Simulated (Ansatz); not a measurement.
Moving the functional in ScAl3

```
Sc Al
1.0
     4.08781    0.00000    0.00000
     0.00000    4.08781    0.00000
     0.00000    0.00000    4.08781
Sc Al
1 3
Direct
  0.00000 0.00000 0.00000
  0.50000 0.50000 0.00000
  0.00000 0.50000 0.50000
  0.50000 0.00000 0.50000
```

Kept alike: task band structure; k mesh 7 × 7 × 7; occupations fermi-dirac, width 0.05 eV; no spin polarisation. Program: Ansatz, all-electron LAPW, scalar-relativistic. The mesh is that of the run's cell of 4 atoms. No spin-orbit coupling.

| run | pressure (GPa) |
| --- | --- |
| A | -1.14 |
| B | -3.74 |
| C | 1.09 |

Pressure is positive in compression. For a metal such a mesh leaves the last digits unconverged.

**Question.** The runs differ in the functional alone: LDA; PBE; PBEsol. Which run is which?

**Answer.** Run A is PBEsol; run B is LDA; run C is PBE. The pressure runs from -3.74 (LDA) to 1.09 GPa (PBE). From PBE: LDA -4.83; PBEsol -2.23. A positive pressure means that the functional's own cell is larger than the one given, a negative one that it is smaller.
